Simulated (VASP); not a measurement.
The system is Nb.

```xyz
1
Lattice="-1.6640 1.6640 1.6640 1.6640 -1.6640 1.6640 1.6640 1.6640 -1.6640" Properties=species:S:1:pos:R:3 pbc="T T T"
Nb    0.0000    0.0000    0.0000
```

| Item | Value |
| --- | --- |
| Program | VASP 6.6.1 |
| Task | relaxation of cell and atoms |
| Functional | r2SCAN |
| Potentials or basis | VASP PAW PBE potentials, release 64 (Nb_sv) |
| Cutoff | 600 eV |
| k mesh | 11 × 11 × 11 |
| Occupations | methfessel-paxton, width 0.1 eV |
| Spin | no spin polarisation |

At the start: pressure -3.3 GPa; volume 18.43 Å³/atom.

Task: How do energy, volume and symmetry change on relaxing?

Result: Over 3 steps the energy falls by 3.5 meV/atom and the volume is 18.10 Å³/atom (-1.8 %); space group Im-3m (No. 229, to 0.05 Å).

Step by step:
```csv
step,energy change (eV),largest force (eV/Å),pressure (GPa),volume (Å³)
1,0.0000,0.0000,-3.34,18.43
2,0.0115,0.0000,7.26,17.42
3,-0.0035,0.0000,-0.05,18.10
```

Final structure:
```cif
data_structure
_symmetry_space_group_name_H-M 'P 1'
_symmetry_Int_Tables_number 1
_cell_length_a 2.8648
_cell_length_b 2.8648
_cell_length_c 2.8648
_cell_angle_alpha 109.471
_cell_angle_beta 109.471
_cell_angle_gamma 109.471
_cell_volume 18.10
loop_
_atom_site_label
_atom_site_type_symbol
_atom_site_fract_x
_atom_site_fract_y
_atom_site_fract_z
_atom_site_occupancy
Nb1 Nb 0.00000 0.00000 0.00000 1
```

Caveat: the PAW data sets were made with another functional, which shifts forces and pressure a little.
